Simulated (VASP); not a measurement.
# ZrN (Fm-3m) in VASP: further runs

The runs below take ZrN through relaxation of cell and atoms, with PBEsol.

All numbers are computed with VASP 6.6.1; they aren't measurements. Logs are shortened: lines on timing, memory, paths and dates and some standing lists are left out, and cuts for length are marked.

**1. The crystal as given**

The structure is cubic, space group Fm-3m (No. 225). Conventional cell: a = 4.600 Å, b = 4.600 Å, c = 4.600 Å, α = 90.00°, β = 90.00°, γ = 90.00°. Around Zr (site symmetry m-3m) lie 6 N at 2.30 Å. N (site symmetry m-3m) has 6 Zr at 2.30 Å as nearest neighbours.

The cell was built by a generator and needn't be a form met in nature.

**2. Relaxation of cell and atoms, PBEsol**

INCAR

```
ALGO     = Normal         # electronic algorithm
EDIFF    = 1E-6           # SCF threshold, eV
EDIFFG   = -0.01          # ionic threshold
ENCUT    = 600            # plane-wave cutoff, eV
GGA      = PS             # functional
IBRION   = 2              # ionic algorithm
ISIF     = 3              # what is computed and relaxed
ISMEAR   = 1              # smearing method
LASPH    = True           # aspherical terms in the spheres
LCHARG   = False          # write CHGCAR
LREAL    = False          # projectors in reciprocal space
LWAVE    = False          # write WAVECAR
NELM     = 80             # most SCF steps
NSW      = 90             # ionic steps
PREC     = Accurate       # precision mode
SIGMA    = 0.1            # smearing width, eV
```

KPOINTS

```
k-points
0
Gamma
  14 14 14
```

POSCAR

```
ZrN
1.0
    0.0000000000      2.3000000000      2.3000000000
    2.3000000000      0.0000000000      2.3000000000
    2.3000000000      2.3000000000      0.0000000000
Zr N
1 1
Direct
    0.0000000000      0.0000000000      0.0000000000
    0.5000000000      0.5000000000      0.5000000000
```

Potentials or basis: VASP PAW PBE potentials, release 64 (Zr_sv, N).

Run with:

```bash
$ cat potpaw_PBE.64/Zr_sv/POTCAR potpaw_PBE.64/N/POTCAR > POTCAR
$ mpirun -np 1 vasp_std > vasp.out
```

OUTCAR:

```text
EDIFF = 1E-6
   EDIFFG = -0.01
   ENCUT = 600
   GGA = PS
   IBRION = 2
   ISIF = 3
   ISMEAR = 1
   LASPH = True
   LREAL = False
   NELM = 80
   NSW = 90
   PREC = Accurate

 ion  position               nearest neighbor table
   1  0.000  0.000  0.000-   2 2.30   2 2.30   2 2.30   2 2.30   2 2.30   2 2.30
   2  0.500  0.500  0.500-   1 2.30   1 2.30   1 2.30   1 2.30   1 2.30   1 2.30

  LATTYP: Found a face centered cubic cell.
 ALAT       =     4.6000000000

  Lattice vectors:

 A1 = (   0.0000000000,   2.3000000000,   2.3000000000)
 A2 = (   2.3000000000,   0.0000000000,   2.3000000000)
 A3 = (   2.3000000000,   2.3000000000,   0.0000000000)

Analysis of symmetry for initial positions (statically):
=====================================================================
 Subroutine PRICEL returns:
 Original cell was already a primitive cell.

 Routine SETGRP: Setting up the symmetry group for a
 face centered cubic supercell.

 Subroutine GETGRP returns: Found 48 space group operations
 (whereof 48 operations were pure point group operations)
 out of a pool of 48 trial point group operations.

The static configuration has the point symmetry O_h .

Analysis of symmetry for dynamics (positions and initial velocities):
=====================================================================
 Subroutine PRICEL returns:
 Original cell was already a primitive cell.

 Routine SETGRP: Setting up the symmetry group for a
 face centered cubic supercell.

 Subroutine GETGRP returns: Found 48 space group operations
 (whereof 48 operations were pure point group operations)
 out of a pool of 48 trial point group operations.

The dynamic configuration has the point symmetry O_h .

 Subroutine INISYM returns: Found 48 space group operations
 (whereof 48 operations are pure point group operations),
 and found     1 'primitive' translations

----------------------------------------------------------------------------------------

                                     Primitive cell

  volume of cell :      24.3340

  direct lattice vectors                    reciprocal lattice vectors
     0.000000000  2.300000000  2.300000000    -0.217391304  0.217391304  0.217391304
     2.300000000  0.000000000  2.300000000     0.217391304 -0.217391304  0.217391304
     2.300000000  2.300000000  0.000000000     0.217391304  0.217391304 -0.217391304

  length of vectors
     3.252691193  3.252691193  3.252691193     0.376532784  0.376532784  0.376532784

  position of ions in fractional coordinates (direct lattice)
     0.000000000  0.000000000  0.000000000
     0.500000000  0.500000000  0.500000000

  ion indices of the primitive-cell ions
   primitive index   ion index
                 1           1
                 2           2

----------------------------------------------------------------------------------------

 KPOINTS: k-points

Automatic generation of k-mesh.
 Grid dimensions read from file:
 generate k-points for:   14   14   14

 Generating k-lattice:

  Cartesian coordinates                     Fractional coordinates (reciprocal lattice)
    -0.015527950  0.015527950  0.015527950     0.071428571  0.000000000  0.000000000
     0.015527950 -0.015527950  0.015527950     0.000000000  0.071428571  0.000000000
     0.015527950  0.015527950 -0.015527950     0.000000000  0.000000000  0.071428571

  Length of vectors
     0.026895199  0.026895199  0.026895199

  Shift w.r.t. Gamma in fractional coordinates (k-lattice)
     0.000000000  0.000000000  0.000000000

 Subroutine IBZKPT returns following result:
 ===========================================

 Found    104 irreducible k-points:

 Following reciprocal coordinates:
            Coordinates               Weight
  0.000000  0.000000  0.000000      1.000000
  0.071429  0.000000  0.000000      8.000000
  0.142857  0.000000  0.000000      8.000000
  0.214286  0.000000  0.000000      8.000000
  0.285714  0.000000  0.000000      8.000000
  0.357143  0.000000  0.000000      8.000000
[... 16 lines left out ...]
  0.214286  0.142857  0.000000     24.000000
  0.285714  0.142857  0.000000     24.000000
 [... further k-points ...]
   k-points           NKPTS =    104   k-points in BZ     NKDIM =    104   number of bands    NBANDS=     12
   number of dos      NEDOS =    301   number of ions     NIONS =      2
   total plane-waves  NPLWV =  21952
   dimension x,y,z NGX =    28 NGY =   28 NGZ =   28
   dimension x,y,z NGXF=    56 NGYF=   56 NGZF=   56
   ions per type =               1   1
   NGX,Y,Z   is equivalent  to a cutoff of  14.31, 14.31, 14.31 a.u.
   NGXF,Y,Z  is equivalent  to a cutoff of  28.62, 28.62, 28.62 a.u.
 SYSTEM =  unknown system
   PREC   = accura    normal or accurate (medium, high low for compatibility)
   ISTART =      0    job   : 0-new  1-cont  2-samecut
   ICHARG =      2    charge: 1-file 2-atom 10-const
   ISPIN  =      1    spin polarized calculation?
   LNONCOLLINEAR =      F non collinear calculations
   LSORBIT =      F    spin-orbit coupling
   LASPH  =      T    aspherical Exc in radial PAW
   ENCUT  =  600.0 eV  44.10 Ry    6.64 a.u.   6.50  6.50  6.50*2*pi/ulx,y,z
   NELM   =     80;   NELMIN=  2; NELMDL= -5     # of ELM steps
   EDIFF  = 0.1E-05   stopping-criterion for ELM
   LREAL  =      F    real-space projection
   EDIFFG = -.1E-01   stopping-criterion for IOM
   NSW    =     90    number of steps for IOM
   IBRION =      2    ionic relax: 0-MD 1-quasi-New 2-CG
   NFREE  =      1    steps in history (QN), initial steepest desc. (CG)
   ISIF   =      3    stress and relaxation
   ISYM   =      2    0-nonsym 1-usesym 2-fastsym
   POTIM  = 0.5000    time-step for ionic-motion
   TEBEG  =    0.0;   TEEND  =   0.0 temperature during run
   PSTRESS=    0.0 pullay stress
   NELECT =      17.0000    total number of electrons
   NUPDOWN=      -1.0000    fix difference up-down
   EMIN   =  10.00;   EMAX   =-10.00  energy-range for DOS
   EFERMI =   0.00;   METHOD = LEGACY
   ISMEAR =     1;   SIGMA  =   0.10  broadening in eV -4-tet -1-fermi 0-gaus
   EFERMI_NEDOS =   21; number of points for ismear=-14 and -15
   IALGO  =     38    algorithm
   IMIX   =      4    mixing-type and parameters
     AMIX     =   0.40;   BMIX     =  1.00
     AMIX_MAG =   1.60;   BMIX_MAG =  1.00
  volume/ion in A,a.u.               =      12.17        82.11
  Fermi-wavevector in a.u.,A,eV,Ry     =   1.452624  2.745062 28.709889  2.110117
  Thomas-Fermi vector in A             =   2.569985
   LORBIT       =      0    0 simple, 1 ext, 2 COOP (PROOUT), +10 PAW based schemes
   GGA     = PS    functional components
   LHFCALC =     F    Hartree Fock is set to
   AEXX    =    0.0000 exact exchange contribution
   IVDW    =     0    specifies the selected vdW correction
   LEPSILON=     F    determine dielectric tensor
   LRPA    =     F    only Hartree local field effects (RPA)
 conjugate gradient relaxation of ions
 non-spin polarized calculation
 Methfessel and Paxton  Order N= 1 SIGMA  =   0.10
  energy-cutoff  :      600.00
  volume of cell :       24.33
 maximum number of plane-waves:       869
 NGX is ok and might be reduce to    28
   NGX = 13   NGY = 13   NGZ = 13

--------------------------------------- Ionic step        1  -------------------------------------------

 number of electron      17.0000000 magnetization

 Free energy of the ion-electron system (eV)
  ---------------------------------------------------
  ext. energy  EPLUGINS =         0.00000000
  ---------------------------------------------------
  free energy    TOTEN  =       -21.53327702 eV

  energy without entropy =      -21.53218651  energy(sigma->0) =      -21.53291352

------------------------ aborting loop because EDIFF is reached ----------------------------------------

  FORCE on cell =-STRESS in cart. coord.  units (eV):
  Direction    XX          YY          ZZ          XY          YZ          ZX
  --------------------------------------------------------------------------------------
  -------------------------------------------------------------------------------------
  Total       -1.1553807     -1.1553807     -1.1553807      0.0000000      0.0000000      0.0000000
  in kB      -76.0715392    -76.0715392    -76.0715392      0.0000000      0.0000000      0.0000000
  external PRESSURE =     -76.0715392 kB  Pullay stress =       0.0000000 kB

 VOLUME and BASIS-vectors are now :
 -----------------------------------------------------------------------------
  energy-cutoff  :      600.00
  volume of cell :       24.33
      direct lattice vectors                 reciprocal lattice vectors
     0.000000000  2.300000000  2.300000000    -0.217391304  0.217391304  0.217391304
     2.300000000  0.000000000  2.300000000     0.217391304 -0.217391304  0.217391304
     2.300000000  2.300000000  0.000000000     0.217391304  0.217391304 -0.217391304
[... 37 lines left out ...]
 POSITION                                       TOTAL-FORCE (eV/Angst)
 -----------------------------------------------------------------------------------
      2.23590      4.47180      2.23590         0.000000     -0.000000     -0.000000
      2.23590      2.23590      2.23590        -0.000000      0.000000      0.000000
 -----------------------------------------------------------------------------------
    total drift:                                0.000000      0.000000      0.000000

  FREE ENERGIE OF THE ION-ELECTRON SYSTEM (eV)
  ---------------------------------------------------
  free  energy   TOTEN  =       -21.4894202043 eV

  energy  without entropy=      -21.4884404345  energy(sigma->0) =      -21.48909361

--------------------------------------- Ionic step        3  -------------------------------------------

 number of electron      17.0000000 magnetization

 Free energy of the ion-electron system (eV)
  ---------------------------------------------------
  ext. energy  EPLUGINS =         0.00000000
  ---------------------------------------------------
  free energy    TOTEN  =       -21.55099154 eV

  energy without entropy =      -21.54994464  energy(sigma->0) =      -21.55064257

 E-fermi :  12.0865     XC(G=0): -12.7842

 val. band max:       12.0806218915   @ k =   0.5000   0.2143   0.0000
 cond. band min:      12.0909036697   @ k =   0.3571   0.1429   0.0714
 fundamental gap:      0.0102817782
 Fermi energy:        12.0865043855

 k-point     1 :       0.0000    0.0000    0.0000
  band No.  band energies     occupation
      1     -37.3219      2.00000
      2     -14.9500      2.00000
      3     -14.9500      2.00000
      4     -14.9500      2.00000
      5      -4.2095      2.00000
      6       9.4204      2.00000
      7       9.4204      2.00000
      8       9.4204      2.00000
      9      11.6478      2.00000
     10      11.6478      2.00000
     11      11.6478      2.00000
     12      13.6925     -0.00000

 k-point     2 :       0.0714    0.0000    0.0000
  band No.  band energies     occupation
      1     -37.3143      2.00000
      2     -15.0208      2.00000
      3     -14.9550      2.00000
      4     -14.9550      2.00000
      5      -4.0982      2.00000
      6       8.9672      2.00000
      7       9.1069      2.00000
      8       9.1069      2.00000
      9      11.8104      2.00067
     10      11.8104      2.00067
     11      11.8108      2.00068
     12      14.0885      0.00000
[... 316 lines left out ...]
 k-point    24 :       0.2857    0.1429    0.0000
  band No.  band energies     occupation
      1     -37.2293      2.00000
      2     -15.5917      2.00000
      3     -15.0892      2.00000
      4     -15.0690      2.00000
      5      -3.1218      2.00000
      6       6.0393      2.00000
      7       7.7317      2.00000
      8       8.0666      2.00000
      9      11.0703      2.00000
     10      14.2435      0.00000
     11      14.2596      0.00000
     12      15.5927      0.00000

 [... further k-points ...]
[... 5 lines left out ...]
  --------------------------------------------------------------------------------------
  -------------------------------------------------------------------------------------
  Total       -0.0197967     -0.0197967     -0.0197967      0.0000000      0.0000000     -0.0000000
  in kB       -1.3427920     -1.3427920     -1.3427920      0.0000000      0.0000000     -0.0000000
  external PRESSURE =      -1.3427920 kB  Pullay stress =       0.0000000 kB

 VOLUME and BASIS-vectors are now :
 -----------------------------------------------------------------------------
  energy-cutoff  :      600.00
  volume of cell :       23.62
      direct lattice vectors                 reciprocal lattice vectors
     0.000000000  2.277305118  2.277305118    -0.219557755  0.219557755  0.219557755
     2.277305118  0.000000000  2.277305118     0.219557755 -0.219557755  0.219557755
     2.277305118  2.277305118  0.000000000     0.219557755  0.219557755 -0.219557755

 POSITION                                       TOTAL-FORCE (eV/Angst)
 -----------------------------------------------------------------------------------
      0.00000      0.00000      0.00000         0.000000     -0.000000      0.000000
      2.27731      2.27731      2.27731        -0.000000      0.000000     -0.000000
 -----------------------------------------------------------------------------------
    total drift:                                0.000000      0.000000      0.000000

  FREE ENERGIE OF THE ION-ELECTRON SYSTEM (eV)
  ---------------------------------------------------
  free  energy   TOTEN  =       -21.5509915354 eV

  energy  without entropy=      -21.5499446401  energy(sigma->0) =      -21.55064257

 reached required accuracy - stopping structural energy minimisation
```

Wall time 72 s (1 thread of Intel Xeon Platinum 8488C (Sapphire Rapids), shared host); peak memory 0.2 GiB.

What came out:

- Free energy: -21.5510 eV
- Relaxed volume: 11.81 Å³/atom
- Relaxed cell: a = 3.221 Å, b = 3.221 Å, c = 3.221 Å, α = 60.00°, β = 60.00°, γ = 60.00°
- Space group after relaxing (to 0.05 Å): Fm-3m (No. 225)
- Energy gained by relaxing: 8.9 meV/atom
- Ionic steps: 3
- Pressure after relaxing: -0.1 GPa
- Band gap on the k mesh: none (metal or under the smearing width)

Step by step:
```tsv
step	energy change (eV)	largest force (eV/Å)	pressure (GPa)	volume (Å³)
1	0.0000	0.0000	-7.61	24.33
2	0.0439	0.0000	16.54	22.36
3	-0.0177	0.0000	-0.13	23.62
```

Final structure:
```
Zr N
1.0
     0.00000    2.27731    2.27731
     2.27731    0.00000    2.27731
     2.27731    2.27731    0.00000
Zr N
1 1
Direct
  0.00000 0.00000 0.00000
  0.50000 0.50000 0.50000
```

Caveat: the PAW data sets were made with another functional, which shifts forces and pressure a little.

**3. Relaxation of cell and atoms, PBEsol**

This run uses another cell than the first one, of 11.81 Å³/atom, 0.971 times its volume.

Edit INCAR of step 2 so:

```diff
@@ -1,4 +1,4 @@
 ALGO     = Normal         # electronic algorithm
-EDIFF    = 1E-6           # SCF threshold, eV
-EDIFFG   = -0.01          # ionic threshold
+EDIFF    = 1E-7           # SCF threshold, eV
+EDIFFG   = -0.005         # ionic threshold
 ENCUT    = 600            # plane-wave cutoff, eV
```

KPOINTS is that of step 2.

POSCAR

```
ZrN                                     
1.0
    0.0000000000      2.2773051180      2.2773051180
    2.2773051180      0.0000000000      2.2773051180
    2.2773051180      2.2773051180      0.0000000000
  Zr              N             
     1     1
Direct
     0.0000000000000000    0.0000000000000000    0.0000000000000000
     0.5000000000000000    0.5000000000000000    0.5000000000000000
```

Potentials or basis: VASP PAW PBE potentials, release 64 (Zr_sv, N).

Run with:

```bash
$ cat potpaw_PBE.64/Zr_sv/POTCAR potpaw_PBE.64/N/POTCAR > POTCAR
$ mpirun -np 1 vasp_std > vasp.out
```

Wall time 70 s (1 thread of Intel Xeon Platinum 8488C (Sapphire Rapids), shared host); peak memory 0.19 GiB.

The run converged. Its results:

```
Free energy                            : -21.5498 eV
Relaxed volume                         : 11.80 Å³/atom
Relaxed cell                           : a = 3.220 Å, b = 3.220 Å, c = 3.220 Å, α = 60.00°, β = 60.00°, γ = 60.00°
Space group after relaxing (to 0.05 Å) : Fm-3m (No. 225)
Energy gained by relaxing              : 0.0 meV/atom
Ionic steps                            : 3
Pressure after relaxing                : 0.0 GPa
Band gap on the k mesh                 : none (metal or under the smearing width)
```

Final structure:
```yaml
crystal:
  lattice:
    - [0.00000, 2.27694, 2.27694]
    - [2.27694, 0.00000, 2.27694]
    - [2.27694, 2.27694, 0.00000]
  atoms:
    - { symbol: Zr, position: [0.00000, 0.00000, 0.00000] }
    - { symbol: N, position: [0.50000, 0.50000, 0.50000] }
```

Levels at points of the mesh, in eV from the Fermi level:
| k point | band 5 | band 6 | band 7 | band 8 | band 9 | band 10 | band 11 | band 12 |
| --- | --- | --- | --- | --- | --- | --- | --- | --- |
| (0.00, 0.00, 0.00) | -16.30 | -2.67 | -2.67 | -2.67 | -0.44 | -0.44 | -0.44 | 1.61 |
| (0.50, 0.00, 0.00) | -13.95 | -7.80 | -5.80 | -5.80 | 3.13 | 3.19 | 3.19 | 4.79 |
| (0.50, 0.50, 0.00) | -15.78 | -4.54 | -3.62 | -3.15 | -3.15 | 3.47 | 4.71 | 4.71 |

Caveat: the PAW data sets were made with another functional, which shifts forces and pressure a little.
